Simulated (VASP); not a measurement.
# SiC (Cmc2_1) in VASP: a series of runs

One crystal, SiC, is run at these levels: PBE, LDA; tasks: electrostatic potential, relaxation of cell and atoms.

Program: VASP 6.6.1. These are calculated values, not measurements. Logs are shortened: lines on timing, memory, paths and dates and some standing lists are left out, and cuts for length are marked.

## Step 1: Starting point

It takes space group Cmc2_1 (No. 36, orthorhombic). The conventional cell has a = 3.087 Å, b = 5.364 Å, c = 5.000 Å, α = 90.00°, β = 90.00°, γ = 90.00°. Around Si (site symmetry m) lie 4 C at 1.89 Å. C (site symmetry m) is surrounded by 4 Si at 1.89 Å.

The cell was built by a generator and isn't the measured one.

## Step 2: Electrostatic potential, PBE

File INCAR:

```
PREC = Accurate
ENCUT = 520
EDIFF = 1E-6
ISMEAR = 0
SIGMA = 0.02
LREAL = F
LASPH = T
NELM = 100
ALGO = Normal
ISIF = 2
LWAVE = F
LCHARG = T
GGA = PE
LVHAR = T
KPAR = 8
```

File KPOINTS:

```
regular mesh
0
Gamma
  8 5 5
```

File POSCAR:

```
SiC                                     
1.0
    3.0865822896      0.0000000000      0.0000000000
    0.0000000000      5.0002633091      0.0000000000
    0.0000000000      0.0000000000      5.3635223709
  Si              C             
     4     4
Direct
     0.0000000000000000    0.9997441139881799    0.3334420566276466
     0.5000000000000000    0.9997441139881799    0.8334420566276467
     0.5000000000000000    0.4997441139881799    0.1665579433723534
     0.0000000000000000    0.4997441139881799    0.6665579433723533
     0.0000000000000000    0.6222558860118200    0.3335186899063102
     0.5000000000000000    0.6222558860118200    0.8335186899063104
     0.5000000000000000    0.1222558860118200    0.1664813100936898
     0.0000000000000000    0.1222558860118200    0.6664813100936896
```

Potentials or basis: VASP PAW PBE potentials, release 64 (Si, C).

On the command line:

```
$ cat potpaw_PBE.64/Si/POTCAR potpaw_PBE.64/C/POTCAR > POTCAR
$ mpirun -np 8 vasp_std > vasp.out
```

OUTCAR:

```text
PREC = Accurate
   ENCUT = 520
   EDIFF = 1E-6
   ISMEAR = 0
   LREAL = F
   LASPH = T
   NELM = 100
   ISIF = 2
   GGA = PE

 ion  position               nearest neighbor table
   1  0.000  1.000  0.333-   7 1.89   7 1.89   5 1.89   8 1.89   3 3.07   3 3.07   3 3.07   3 3.07
                             4 3.07   4 3.07   2 3.09   2 3.09   2 3.09   2 3.09
   2  0.500  1.000  0.833-   8 1.89   8 1.89   6 1.89   7 1.89   4 3.07   4 3.07   4 3.07   4 3.07
                             3 3.07   3 3.07   1 3.09   1 3.09   1 3.09   1 3.09
   3  0.500  0.500  0.167-   5 1.89   5 1.89   7 1.89   6 1.89   1 3.07   1 3.07   1 3.07   1 3.07
                             2 3.07   2 3.07   4 3.09   4 3.09   4 3.09   4 3.09
   4  0.000  0.500  0.667-   6 1.89   6 1.89   8 1.89   5 1.89   2 3.07   2 3.07   2 3.07   2 3.07
                             1 3.07   1 3.07   3 3.09   3 3.09   3 3.09   3 3.09
   5  0.000  0.622  0.334-   3 1.89   3 1.89   1 1.89   4 1.89
   6  0.500  0.622  0.834-   4 1.89   4 1.89   2 1.89   3 1.89
   7  0.500  0.122  0.166-   1 1.89   1 1.89   3 1.89   2 1.89
   8  0.000  0.122  0.666-   2 1.89   2 1.89   4 1.89   1 1.89

  LATTYP: Found a simple orthorhombic cell.
 ALAT       =     3.0865822896
 B/A-ratio  =     1.6200000000
 C/A-ratio  =     1.7376897382

  Lattice vectors:

 A1 = (   3.0865822896,   0.0000000000,   0.0000000000)
 A2 = (   0.0000000000,   5.0002633091,   0.0000000000)
 A3 = (   0.0000000000,   0.0000000000,   5.3635223709)

Analysis of symmetry for initial positions (statically):
=====================================================================
 Subroutine PRICEL returns following result:

  LATTYP: Found a base centered orthorhombic cell.
 ALAT       =     3.0865822896
 B/A-ratio  =     1.7376897382
 C/A-ratio  =     1.6200000000

  Lattice vectors:

 A1 = (   1.5432911448,   0.0000000000,   2.6817611855)
 A2 = (   1.5432911448,   0.0000000000,  -2.6817611854)
 A3 = (   0.0000000000,   5.0002633091,   0.0000000000)

   2 primitive cells build up your supercell.

 Routine SETGRP: Setting up the symmetry group for a
 simple orthorhombic supercell.

 Subroutine GETGRP returns: Found  4 space group operations
 (whereof  2 operations were pure point group operations)
 out of a pool of  8 trial point group operations.

The static configuration has the point symmetry C_1h.
 The point group associated with its full space group is C_2v.

Analysis of symmetry for dynamics (positions and initial velocities):
=====================================================================
[... 134 lines left out ...]
   ISYM   =      2    0-nonsym 1-usesym 2-fastsym
   POTIM  = 0.5000    time-step for ionic-motion
   TEBEG  =    0.0;   TEEND  =   0.0 temperature during run
   PSTRESS=    0.0 pullay stress
   NELECT =      32.0000    total number of electrons
   NUPDOWN=      -1.0000    fix difference up-down
   EMIN   =  10.00;   EMAX   =-10.00  energy-range for DOS
   EFERMI =   0.00;   METHOD = LEGACY
   ISMEAR =     0;   SIGMA  =   0.02  broadening in eV -4-tet -1-fermi 0-gaus
   EFERMI_NEDOS =   21; number of points for ismear=-14 and -15
   IALGO  =     38    algorithm
   IMIX   =      4    mixing-type and parameters
     AMIX     =   0.40;   BMIX     =  1.00
     AMIX_MAG =   1.60;   BMIX_MAG =  1.00
  volume/ion in A,a.u.               =      10.35        69.83
  Fermi-wavevector in a.u.,A,eV,Ry     =   1.192572  2.253634 19.350581  1.422228
  Thomas-Fermi vector in A             =   2.328607
   LORBIT       =      0    0 simple, 1 ext, 2 COOP (PROOUT), +10 PAW based schemes
   GGA     = PE    functional components
   LHFCALC =     F    Hartree Fock is set to
   AEXX    =    0.0000 exact exchange contribution
   IVDW    =     0    specifies the selected vdW correction
   LEPSILON=     F    determine dielectric tensor
   LRPA    =     F    only Hartree local field effects (RPA)
 non-spin polarized calculation
 Gauss-broadening in eV      SIGMA  =   0.02
  energy-cutoff  :      520.00
  volume of cell :       82.78
 maximum number of plane-waves:      2250
 NGX is ok and might be reduce to    24
   NGX = 11   NGY = 19   NGZ = 19

 number of electron      31.9999998 magnetization

 Free energy of the ion-electron system (eV)
  ---------------------------------------------------
  ext. energy  EPLUGINS =         0.00000000
  ---------------------------------------------------
  free energy    TOTEN  =       -60.18858509 eV

  energy without entropy =      -60.18858509  energy(sigma->0) =      -60.18858509

 E-fermi :   8.3670     XC(G=0): -11.3460

 val. band max:        8.2443199038   @ k =   0.0000   0.0000   0.0000
 cond. band min:      10.6637963256   @ k =   0.3750   0.0000   0.0000
 fundamental gap:      2.4194764218
 Fermi energy:         8.3670226602

 k-point     1 :       0.0000    0.0000    0.0000
  band No.  band energies     occupation
      1      -7.3124      2.00000
      2      -4.0513      2.00000
      3      -3.6391      2.00000
      4      -2.5537      2.00000
      5      -0.3908      2.00000
      6       0.5176      2.00000
[... 565 lines left out ...]
     20      14.4055      0.00000
     21      14.8607      0.00000

 [... further k-points ...]

------------------------ aborting loop because EDIFF is reached ----------------------------------------

  FORCE on cell =-STRESS in cart. coord.  units (eV):
  Direction    XX          YY          ZZ          XY          YZ          ZX
  --------------------------------------------------------------------------------------
  -------------------------------------------------------------------------------------
  Total        0.7621533      4.1132293      0.0787249      0.0000000      0.0000000      0.0000000
  in kB       14.7513604     79.6109253      1.5237077      0.0000000      0.0000000      0.0000000
  external PRESSURE =      31.9619978 kB  Pullay stress =       0.0000000 kB

 VOLUME and BASIS-vectors are now :
 -----------------------------------------------------------------------------
  energy-cutoff  :      520.00
  volume of cell :       82.78
      direct lattice vectors                 reciprocal lattice vectors
     3.086582290  0.000000000  0.000000000     0.323982938  0.000000000  0.000000000
     0.000000000  5.000263309  0.000000000     0.000000000  0.199989468  0.000000000
     0.000000000  0.000000000  5.363522371     0.000000000  0.000000000  0.186444640

 POSITION                                       TOTAL-FORCE (eV/Angst)
 -----------------------------------------------------------------------------------
      0.00000      4.99898      1.78842        -0.000000     -0.002388     -0.002267
      1.54329      4.99898      4.47019        -0.000000     -0.002388     -0.002267
      1.54329      2.49885      0.89334        -0.000000     -0.002388      0.002267
      0.00000      2.49885      3.57510        -0.000000     -0.002388      0.002267
      0.00000      3.11144      1.78883        -0.000000      0.002388      0.002472
      1.54329      3.11144      4.47060         0.000000      0.002388      0.002472
      1.54329      0.61131      0.89293        -0.000000      0.002388     -0.002472
      0.00000      0.61131      3.57469        -0.000000      0.002388     -0.002472
 -----------------------------------------------------------------------------------
    total drift:                                0.000000      0.000390      0.000001

  FREE ENERGIE OF THE ION-ELECTRON SYSTEM (eV)
  ---------------------------------------------------
  free  energy   TOTEN  =       -60.1885850922 eV

  energy  without entropy=      -60.1885850922  energy(sigma->0) =      -60.18858509
```

OSZICAR:

```text
N       E                     dE             d eps       ncg     rms          rms(c)
DAV:   1     0.947663157832E+02    0.94766E+02   -0.14827E+04  1890   0.137E+03
DAV:   2    -0.600106026778E+02   -0.15478E+03   -0.14717E+03  2677   0.227E+02
DAV:   3    -0.675203414863E+02   -0.75097E+01   -0.74721E+01  2335   0.513E+01
DAV:   4    -0.676401290550E+02   -0.11979E+00   -0.11962E+00  2331   0.736E+00
DAV:   5    -0.676431212492E+02   -0.29922E-02   -0.29914E-02  2308   0.110E+00    0.176E+01
DAV:   6    -0.604217343862E+02    0.72214E+01   -0.24501E+01  2230   0.238E+01    0.779E+00
DAV:   7    -0.602188122467E+02    0.20292E+00   -0.17405E+00  2580   0.669E+00    0.346E+00
DAV:   8    -0.601886989172E+02    0.30113E-01   -0.96999E-02  2255   0.186E+00    0.714E-01
DAV:   9    -0.601880046994E+02    0.69422E-03   -0.11282E-02  2335   0.635E-01    0.177E-01
DAV:  10    -0.601885584559E+02   -0.55376E-03   -0.14287E-03  2334   0.212E-01    0.692E-02
DAV:  11    -0.601885811992E+02   -0.22743E-04   -0.22068E-04  2315   0.897E-02    0.188E-02
DAV:  12    -0.601885841251E+02   -0.29259E-05   -0.76985E-06  2342   0.177E-02    0.391E-03
DAV:  13    -0.601885850922E+02   -0.96711E-06   -0.46792E-07  1585   0.467E-03
   1 F= -.60188585E+02 E0= -.60188585E+02  d E =-.253905E-20
```

stdout:

```text
POSCAR found type information on POSCAR SiC
 POSCAR found :  2 types and       8 ions
 scaLAPACK will be used
 -----------------------------------------------------------------------------
|                                                                             |
|           W    W    AA    RRRRR   N    N  II  N    N   GGGG   !!!           |
|           W    W   A  A   R    R  NN   N  II  NN   N  G    G  !!!           |
|           W    W  A    A  R    R  N N  N  II  N N  N  G       !!!           |
|           W WW W  AAAAAA  RRRRR   N  N N  II  N  N N  G  GGG   !            |
|           WW  WW  A    A  R   R   N   NN  II  N   NN  G    G                |
|           W    W  A    A  R    R  N    N  II  N    N   GGGG   !!!           |
|                                                                             |
|     For optimal performance we recommend to set                             |
|     This setting can greatly improve the performance of VASP for DFT.       |
|     The default, NCORE=1 might be grossly inefficient on modern             |
|     multi-core architectures or massively parallel machines. Do your        |
|     Unfortunately you need to use the default for GW and RPA                |
|     calculations (for HF NCORE is supported but not extensively tested      |
|     yet).                                                                   |
|                                                                             |
 -----------------------------------------------------------------------------

 LDA part: xc-table for (Slater+PW92), standard interpolation
 POSCAR, INCAR and KPOINTS ok, starting setup
 FFT: planning ... GRIDC
 FFT: planning ... GRID_SOFT
 FFT: planning ... GRID
 WAVECAR not read
 entering main loop
```

Wall time 8.2 s (8 MPI ranks of Intel Xeon 6975P-C (Granite Rapids), shared host); peak memory 0.22 GiB.

Results:

| Quantity | Value |
| --- | --- |
| Free energy | -60.1886 eV |
| Pressure | 3.2 GPa |
| Largest force | 0.003 eV/Å |
| Band gap on the k mesh | 2.42 eV |

Forces on the atoms (eV/Å):
```
Si   0.000 -0.002 -0.002
Si   0.000 -0.002 -0.002
Si   0.000 -0.002  0.002
Si   0.000 -0.002  0.002
C    0.000  0.002  0.002
C    0.000  0.002  0.002
C    0.000  0.002 -0.002
C    0.000  0.002 -0.002
```

Caveat: an odd mesh through Γ misses points on the zone boundary, where band edges often lie.

## Step 3: Relaxation of cell and atoms, LDA

File INCAR:

```
SYSTEM = SiC
ALGO = Normal ; EDIFF = 1E-6
EDIFFG = -0.02 ; ENCUT = 600
GGA = CA ; IBRION = 2
ISIF = 3 ; ISMEAR = 0
KPAR = 2 ; LASPH = .TRUE.
LATTICE_CONSTRAINTS = .FALSE. .FALSE. .TRUE. ; LCHARG = .FALSE.
LREAL = .FALSE. ; LWAVE = .FALSE.
NELM = 60 ; NSW = 60
PREC = Accurate ; SIGMA = 0.02
```

File KPOINTS:

```
k-points
0
G
  8 5 5
  0 0 0
```

File POSCAR:

```
SiC
1.0
    3.1022835425      0.0000000000      0.0000000000
    0.0000000000      5.0256993388      0.0000000000
    0.0000000000      0.0000000000      5.3136645307
Si C
4 4
Direct
    0.0000000000      0.0000000000      0.3333333333
    0.5000000000      0.0000000000      0.8333333333
    0.5000000000      0.5000000000      0.1666666667
    0.0000000000      0.5000000000      0.6666666667
    0.0000000000      0.6220000000      0.3333333333
    0.5000000000      0.6220000000      0.8333333333
    0.5000000000      0.1220000000      0.1666666667
    0.0000000000      0.1220000000      0.6666666667
```

Potentials or basis: VASP PAW LDA potentials, release 64 (Si, C).

On the command line:

```
$ cat potpaw_LDA.64/Si/POTCAR potpaw_LDA.64/C/POTCAR > POTCAR
$ mpirun -np 2 vasp_std > vasp.out
```

It took 2 min on 2 MPI ranks of AMD EPYC 7R13 (Zen 3), shared host; peak memory 0.19 GiB.

Results (log left out):

| Property | Result |
| --- | --- |
| Free energy | -66.5343 eV |
| Relaxed volume | 10.29 Å³/atom |
| Relaxed cell | a = 3.102 Å, b = 5.026 Å, c = 5.278 Å, α = 90.00°, β = 90.00°, γ = 90.00° |
| Space group after relaxing (to 0.05 Å) | Cmc2_1 (No. 36) |
| Energy gained by relaxing | 1.1 meV/atom |
| Ionic steps | 6 |
| Pressure after relaxing | -2.9 GPa |
| Largest force after relaxing | 0.015 eV/Å |
| Band gap on the k mesh | 2.17 eV |

Forces on the atoms (eV/Å):
```
Si   0.000 -0.005  0.014
Si   0.000 -0.005  0.014
Si   0.000 -0.005 -0.014
Si   0.000 -0.005 -0.014
C    0.000  0.005 -0.006
C    0.000  0.005 -0.006
C    0.000  0.005  0.006
C    0.000  0.005  0.006
```

Stress tensor (GPa, compression positive):
```
-7.07  0.00  0.00
 0.00 -1.53  0.00
 0.00  0.00  0.03
```

Step by step:
```tsv
step	energy change (eV)	largest force (eV/Å)	pressure (GPa)	volume (Å³)
1	0.0000	0.1613	-4.32	82.85
2	-0.0079	0.0554	-2.48	82.14
3	-0.0085	0.0458	-2.86	82.29
4	-0.0086	0.0352	-2.92	82.30
5	-0.0087	0.0208	-2.90	82.30
6	-0.0087	0.0152	-2.86	82.28
```

Final structure:
```cif
data_structure
_symmetry_space_group_name_H-M 'P 1'
_symmetry_Int_Tables_number 1
_cell_length_a 3.1023
_cell_length_b 5.0257
_cell_length_c 5.2775
_cell_angle_alpha 90.000
_cell_angle_beta 90.000
_cell_angle_gamma 90.000
_cell_volume 82.28
loop_
_atom_site_label
_atom_site_type_symbol
_atom_site_fract_x
_atom_site_fract_y
_atom_site_fract_z
_atom_site_occupancy
Si1 Si 0.00000 0.99915 0.33278 1
Si2 Si 0.50000 0.99915 0.83278 1
Si3 Si 0.50000 0.49915 0.16722 1
Si4 Si 0.00000 0.49915 0.66722 1
C1 C 0.00000 0.62285 0.33216 1
C2 C 0.50000 0.62285 0.83216 1
C3 C 0.50000 0.12285 0.16784 1
C4 C 0.00000 0.12285 0.66784 1
```

Levels at points of the mesh, in eV from the valence-band top:
| k point | band 14 | band 15 | band 16 | band 17 | band 18 | band 19 |
| --- | --- | --- | --- | --- | --- | --- |
| (0.00, 0.00, 0.00) | -0.16 | -0.15 | 0.00 | 2.35 | 4.02 | 4.65 |
| (0.50, 0.00, 0.00) | -2.99 | -2.76 | -2.76 | 3.00 | 3.00 | 6.82 |

Caveat: an odd mesh through Γ misses points on the zone boundary, where band edges often lie.

(Part 1 of 2 ends here.)
